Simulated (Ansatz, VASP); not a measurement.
**Mg2Ge2N: VASP beside Ansatz**

```
Mg Ge N
1.0
    -1.69986    1.69986    7.68630
     1.69986   -1.69986    7.68630
     1.69986    1.69986   -7.68630
Mg Ge N
2 2 1
Direct
  0.41682 0.41682 0.00000
  0.58318 0.58318 0.00000
  0.75000 0.25000 0.50000
  0.25000 0.75000 0.50000
  0.00000 0.00000 0.00000
```

Change from the starting cell: species swapped into the CaCu2Si2 type (I4/mmm, No. 139).

Alike in both runs: functional PBE; k mesh 6 × 6 × 6; occupations gaussian, width 0.1 eV; no spin polarisation.

Ansatz relaxed the structure, and its values are those at the end. VASP's run is a single point on that final structure, the one shown.

```csv
,VASP,Ansatz
version,VASP 6.6.1,Ansatz 0.2.0
potentials or method,"VASP PAW PBE potentials, release 64 (Mg, Ge_d, N)","scalar-relativistic, plane waves, PAW"
plane-wave cutoff (eV),520,420
valence electrons in the cell,37,53
```

|  | VASP | Ansatz | Ansatz less VASP |
| --- | --- | --- | --- |
| gap on the k mesh at the Fermi level (eV) | none | none | - |
| pressure (GPa) | 0.0 | 0.2 | +0.12 |

A gap of «none» marks a metal or a gap that the smearing closes. The two sets of potentials don't hold the same shells in valence.

Caveats: the k mesh is coarse (spacing up to 0.44 Å⁻¹), so the values aren't converged.
